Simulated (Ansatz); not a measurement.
## HgTe in Ansatz: the effect of functional

Crystal: HgTe.

```
CELL_PARAMETERS angstrom
-3.00444 3.00444 1.53833
3.00444 -3.00444 1.53833
3.00444 3.00444 -1.53833
ATOMIC_POSITIONS crystal
Hg 0.75000 0.25000 0.50000
Te 0.00000 0.00000 0.00000
```

Measurements of this composition are mostly on another form, of space group No. 216.

The cell isn't the ideal one: volume scaled by 0.96.

Alike in all runs:

- Program: Ansatz 0.2.0
- Task: single point
- Potentials or basis: Ansatz PAW
- k mesh: 10 × 10 × 10
- Occupations: fermi-dirac, width 0.05 eV
- Spin: no spin polarisation

```csv
functional,cutoff,pressure (GPa)
LDA,420 eV (not typed: the program's choice for these potentials),-3.4
PBEsol,420 eV (not typed: the program's choice for these potentials),-1.7
r2SCAN,500 eV (not typed: the program's choice for these potentials),?
```

**Question.** What does the run with functional r2SCAN give?

**Answer.** Pressure 0.8 GPa.

Caveats: the PAW data sets come from PBE, with cores solved anew for the run's functional, which leaves a small shift of forces and pressure.
